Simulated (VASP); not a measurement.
Al:

```
Al
1.0
    -0.02046    1.97065    2.04383
     2.00266    0.00997    2.01341
     2.05929    1.99687   -0.04667
Al
1
Direct
  0.00000 0.00000 0.00000
```

The cell isn't the ideal one: cell sheared at random, sigma 0.03, atoms nudged by 0.01 Å.

```yaml
Program: VASP 6.6.1
Task: relaxation of cell and atoms
Functional: r2SCAN
Dispersion: D3(BJ)
Potentials_or_basis: VASP PAW PBE potentials, release 64 (Al)
Cutoff: 600 eV
k_mesh: 11 × 11 × 11
Occupations: methfessel-paxton, width 0.1 eV
Spin: no spin polarisation
```

At the start: pressure -4.9 GPa; volume 16.57 Å³/atom.

Question: Where does the relaxation end?

Answer: Over 7 steps the energy falls by 21.5 meV/atom and the volume is 15.61 Å³/atom (-5.8 %); space group Immm (No. 71, to 0.05 Å).

The path:
```
step  energy change (eV)  largest force (eV/Å)  pressure (GPa)  volume (Å³)
   1              0.0000                0.0000           -4.90        16.57
   2             -0.0193                0.0000            1.62        15.38
   3             -0.0199                0.0000            0.52        15.55
   4             -0.0214                0.0000            0.36        15.56
   5             -0.0214                0.0000            0.28        15.56
   6             -0.0215                0.0000           -0.01        15.62
   7             -0.0215                0.0000           -0.04        15.61
```

Final structure:
```
Al
1.0
    -0.01655    1.97022    1.99250
     1.97647    0.00004    1.97592
     1.99064    1.96676   -0.01394
Al
1
Direct
  0.00000 0.00000 0.00000
```

Caveat: the PAW data sets were made with another functional, which shifts forces and pressure a little; pairwise dispersion overbinds metals, which lowers pressure and volume.
